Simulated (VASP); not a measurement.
Here is a VASP 6.6.1 calculation.

File INCAR:

```
  PREC = Accurate
  ENCUT = 600
  EDIFF = 1E-7
  ISMEAR = 0
  SIGMA = 0.1
  LREAL = False
  LASPH = True
  NELM = 80
  ALGO = Fast
  ISIF = 3
  LWAVE = False
  LCHARG = False
  GGA = PE
  IBRION = 2
  NSW = 90
  EDIFFG = -0.005
```

KPOINTS

```
regular mesh
0
Gamma
  18 18 10
```

Contents of POSCAR:

```
Ti
1.0
    2.9357319200      0.0000000000      0.0000000000
   -1.4678659600      2.5424184200      0.0000000000
    0.0000000000      0.0000000000      4.6408561500
Ti
2
Direct
    0.3333333300      0.6666666700      0.2500000000
    0.6666666700      0.3333333300      0.7500000000
```

Potentials or basis: VASP PAW PBE potentials, release 64 (Ti_sv).

The run is started by

```console
$ cat potpaw_PBE.64/Ti_sv/POTCAR > POTCAR
$ mpirun -np 1 vasp_std > vasp.out
```

(1) What does it give for the relaxed volume?

(2) What does it give for the relaxed cell?

(3) Estimate the space group after relaxing (to 0.05 Å).

(4) Estimate the band gap on the k mesh.

## Answers

(1) 17.35 Å³/atom.

(2) a = 2.937 Å, b = 2.937 Å, c = 4.644 Å, α = 90.00°, β = 90.00°, γ = 120.00°.

(3) P6_3/mmc (No. 194).

(4) none (metal or under the smearing width).
